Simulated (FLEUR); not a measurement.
Ga: band structure with PBEsol

The system is Ga.

```
Ga
1.0
     2.77842    0.00000    0.00000
     0.00000    3.28161    0.00000
    -1.34343    0.00000    3.99027
Ga
2
Direct
  0.13460 0.75000 0.77017
  0.86540 0.25000 0.22983
```

This isn't the form of Ga at room conditions, which is orthorhombic.

| Quantity | Value |
| --- | --- |
| Program | FLEUR MaX-R8.1 (later development tree) |
| Task | band structure |
| Functional | PBEsol |
| Potentials or basis | all-electron |
| Basis | FLAPW |
| Kmax | 4.17 1/bohr |
| k mesh | 10 × 8 × 7 |
| Occupations | fermi-dirac, width 0.05 eV |
| Spin | no spin polarisation |
| Gmax | 12.9 1/bohr |
| Muffin-tin radii | Ga 2.35 bohr |
| lmax | Ga 9 |
| lnonsphr | Ga 9 |
| Local orbitals a species | Ga 6 |
| Max iterations | 60 |
| Mixing factor | 0.05 |
| Mixer | Anderson |
| Mixer history | 15 |
| Density convergence | 1e-05 me/bohr^3 |

```yaml
Band_gap_along_the_path: none (metal or under the smearing width)
Valence_electrons_inside_the_program's_atomic_spheres: Ga 19.53 (radii Ga 2.35 bohr)
```

Levels at the corners of the path, in eV from the Fermi level:
```
point  band 19  band 20  band 21  band 22  band 23  band 24
    Γ   -11.40    -2.07    -1.44     1.82     5.60     9.18
    Y    -9.39    -8.49     4.03     5.08     6.17     6.42
    H    -5.61    -5.45    -3.91     4.18     4.86     6.73
    C    -6.15    -5.27    -1.57    -0.03     6.30     6.87
    E    -2.80    -2.80    -1.71    -1.71     1.96     1.96
   M1    -2.44    -2.44    -1.93    -1.93     0.25     0.25
    A    -2.90    -2.90    -1.72    -1.72     2.18     2.18
    X    -6.26    -5.28    -1.39     0.21     6.19     6.60
   H1    -5.61    -5.45    -3.91     4.18     4.86     6.73
    M    -2.44    -2.44    -1.93    -1.93     0.25     0.25
    D    -6.01    -6.01    -4.38    -4.38    10.73    10.73
    Z    -7.82    -7.82     1.74     1.74     2.69     2.69
    Y    -9.39    -8.49     4.03     5.08     6.17     6.42
    D    -6.01    -6.01    -4.38    -4.38    10.73    10.73
```

Core levels (eV from the Fermi level):
```csv
atom,levels
1 Ga,"1s1/2 -10214.2, 2s1/2 -1256.5, 2p1/2 -1112.1, 2p3/2 -1084.5"
2 Ga,"1s1/2 -10214.2, 2s1/2 -1256.5, 2p1/2 -1112.1, 2p3/2 -1084.5"
```

Wall time 120 s on 1 thread of Arm Neoverse V2 (shared host), peak memory 0.09 GiB.
